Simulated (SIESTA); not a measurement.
Crystal: GaAs.

```
CELL_PARAMETERS angstrom
0.00000 2.82685 2.82685
2.82685 0.00000 2.82685
2.82685 2.82685 0.00000
ATOMIC_POSITIONS crystal
As 0.75000 0.75000 0.75000
Ga 0.00000 0.00000 0.00000
```

```yaml
Program: SIESTA 5.4.2
Task: relaxation of cell and atoms
Functional: PBE
Potentials_or_basis: PseudoDojo 0.4 standard (PBE files)
Basis: DZP (energy shift 0.002 Ry; radii capped at 9.5 bohr)
Grid_cutoff: 1200 Ry
Energy_shift: 0.002 Ry
k_mesh: 6 × 6 × 6
Occupations: fermi-dirac, width 0.05 eV
Spin: no spin polarisation
```

At the start: pressure 5.4 GPa; volume 22.59 Å³/atom.

Problem. How do energy, volume and symmetry change on relaxing?

Solution. Over 4 steps the energy falls by 27.2 meV/atom and the volume is 24.39 Å³/atom (+8.0 %); space group F-43m (No. 216, to 0.05 Å).

The path:
| step | energy change (eV) | largest force (eV/Å) | pressure (GPa) | volume (Å³) |
| --- | --- | --- | --- | --- |
| 1 | 0.0000 | 0.0000 | 5.39 | 45.18 |
| 2 | -0.0055 | 0.0000 | 5.08 | 45.35 |
| 3 | -0.0540 | 0.0000 | 0.39 | 48.45 |
| 4 | -0.0544 | 0.0000 | 0.01 | 48.78 |

Final structure:
```yaml
crystal:
  lattice:
    - [0.00008, 2.90017, 2.90017]
    - [2.90017, 0.00008, 2.90017]
    - [2.90017, 2.90017, 0.00008]
  atoms:
    - { symbol: As, position: [0.75000, 0.75000, 0.75000] }
    - { symbol: Ga, position: [0.00000, 0.00000, 0.00000] }
```

Caveat: semicore shells carry a single zeta, which can move pressures by several GPa and volumes by a few percent; the basis of atomic orbitals isn't converged, which shifts pressures, moduli and gaps.
